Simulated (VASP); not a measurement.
# Ca: intraband terms of a metal's spectrum

Ca, Im-3m (no. 229), 1 atom in the cell. PBE, independent-particle dielectric function; PAW potentials Ca_sv (PBE set).

## Input

INCAR.step1:
```
  PREC = Accurate
  ENCUT = 310
  ISMEAR = 1
  SIGMA = 0.1
  EDIFF = 1E-7
  LASPH = True
  KPAR = 4
  LWAVE = False
  LCHARG = True
  LMAXMIX = 4
```

INCAR.step2:
```
  PREC = Accurate
  ENCUT = 310
  ISMEAR = 0
  SIGMA = 0.3
  EDIFF = 1E-6
  LASPH = True
  KPAR = 4
  LWAVE = True
  LCHARG = False
  LMAXMIX = 4
  ICHARG = 11
  NBANDS = 19
  NEDOS = 3000
  OMEGAMAX = 30
  CSHIFT = 0.1
```

INCAR.step3, as INCAR.step2 but for:
```
- LWAVE = True
+ LWAVE = False
+ LOPTICS = True
+ ALGO = None
+ NELM = 1
+ ISTART = 1
```

INCAR.step4, as INCAR.step3 but for:
```
+ WPLASMAI = 0.03
```

INCAR.step5 to INCAR.step6 change the same tag again: WPLASMAI = 0.1, 0.3.

INCAR.step7, as INCAR.step6 but for:
```
- WPLASMAI = 0.3
+ RTIME = 5
```

INCAR.step8, as INCAR.step7 but for:
```
- RTIME = 5
+ RTIME = 1
```

INCAR.step9, as INCAR.step8 but for:
```
- RTIME = 1
+ LNABLA = True
```

INCAR.step10, as INCAR.step9 but for:
```
- ISMEAR = 0
- LNABLA = True
+ ISMEAR = -5
```

KPOINTS.step1:
```
k-points
0
Gamma
  8 8 8
```

KPOINTS.step2:
```
k-points
0
Gamma
  21 21 21
```

POSCAR:
```
Ca
1.0
   -2.2400000000      2.2400000000      2.2400000000
    2.2400000000     -2.2400000000      2.2400000000
    2.2400000000      2.2400000000     -2.2400000000
Ca
1
Direct
    0.0000000000      0.0000000000      0.0000000000
```

Commands (each step's output is kept before the next begins):
```
cat potpaw_PBE.64/Ca_sv/POTCAR > POTCAR
cp INCAR.step1 INCAR
cp KPOINTS.step1 KPOINTS
mpirun -np 4 vasp_std > vasp.out
cp INCAR.step2 INCAR
cp KPOINTS.step2 KPOINTS
mpirun -np 4 vasp_std > vasp.out
cp INCAR.step3 INCAR
mpirun -np 4 vasp_std > vasp.out
cp INCAR.step4 INCAR
mpirun -np 4 vasp_std > vasp.out
cp INCAR.step5 INCAR
mpirun -np 4 vasp_std > vasp.out
cp INCAR.step6 INCAR
mpirun -np 4 vasp_std > vasp.out
cp INCAR.step7 INCAR
mpirun -np 4 vasp_std > vasp.out
cp INCAR.step8 INCAR
mpirun -np 4 vasp_std > vasp.out
cp INCAR.step9 INCAR
mpirun -np 4 vasp_std > vasp.out
cp INCAR.step10 INCAR
mpirun -np 4 vasp_std > vasp.out
```

## Result

- Bands: 19

One ground state, settings moved in the last step alone:

| Settings | Plasma frequency (eV) | Im ε at 0.5 eV | Im ε at 1 eV | Im ε at 2 eV | Im ε at 4 eV | Time (s) |
|---|---|---|---|---|---|---|
| interband part alone | 3.97 | 46.4 | 16.7 | 3.2 | 2.9 | 14 |
| Drude term, WPLASMAI 0.03 | 3.97 | 50.2 | 17.1 | 3.3 | 2.9 | 13 |
| Drude term, WPLASMAI 0.1 | 3.97 | 58.5 | 18.2 | 3.4 | 2.9 | 13 |
| Drude term, WPLASMAI 0.3 | 3.97 | 74.2 | 21.0 | 3.8 | 3.0 | 12 |
| relaxation time RTIME 5 fs | 3.97 | 61.9 | 18.7 | 3.5 | 2.9 | 14 |
| relaxation time RTIME 1 fs | 3.97 | 76.8 | 23.9 | 4.4 | 3.1 | 12 |
| transversal form (LNABLA) | 3.93 | 45.4 | 16.3 | 3.1 | 2.9 | 14 |
| tetrahedron method | – | – | – | – | – | no result |

VASP 6.6.1 took 130 s on 4 cores (AMD EPYC 7R43 (Zen 3)), a shared host.
